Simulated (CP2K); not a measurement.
**BAs under changes of volume**

One of the cells (13.626 Å³/atom); the others are scaled copies at fixed shape and fractional positions:

```xyz
2
Lattice="3.3778 0.0000 0.0000 1.6889 2.9253 0.0000 1.6889 0.9751 2.7580" Properties=species:S:1:pos:R:3 pbc="T T T"
As    5.0668    2.9253    2.0685
B     0.0000    0.0000    0.0000
```

- Program: CP2K 2026.2
- Functional: PBE
- Potentials or basis: POTENTIAL_UZH As GTH-PBE-q5, B GTH-PBE-q3; TZVP-MOLOPT-PBE-GTH basis
- Density cutoff: 6123 eV
- k mesh: 10 × 10 × 10
- Occupations: fermi-dirac, width 0.05 eV
- Spin: no spin polarisation

| volume (Å³/atom) | energy over the lowest point (meV/atom) | pressure (GPa) | gap on the mesh (eV) |
| --- | --- | --- | --- |
| 12.809 | 46.47 | 13.6 | 1.15 |
| 13.081 | 26.51 | 9.9 | 1.17 |
| 13.354 | 12.48 | 6.6 | 1.19 |
| 13.626 | 3.81 | 3.6 | 1.21 |
| 13.899 | 0.00 | 0.9 | 1.23 |
| 14.171 | 0.59 | -1.6 | 1.24 |
| 14.444 | ? | ? | ? |

What does the run at 14.444 Å³/atom give?

Energy over the lowest point 5.17 meV/atom; pressure -3.8 GPa; gap on the mesh 1.26 eV.

Worked out: A Birch-Murnaghan fit of order 3 (a polynomial in V^(-2/3)) to the other rows has its minimum at 14.00 Å³/atom with B0 = V·E''(V) = 128 GPa and B' = 4.1. It gives 5.16 meV/atom at 14.444 Å³/atom, against the run's 5.17, and -dE/dV = -3.8 GPa, against -3.8. A straight line through the other rows of the gap, of slope 0.92 eV per unit of ln V, extrapolates to 1.26 eV, against the run's 1.26.

Energies are extrapolated to zero smearing.

Caveats: the basis of atomic orbitals isn't converged, which shifts pressures, moduli and gaps.

A mesh can miss the band edges. Spin-orbit coupling on As is left out.
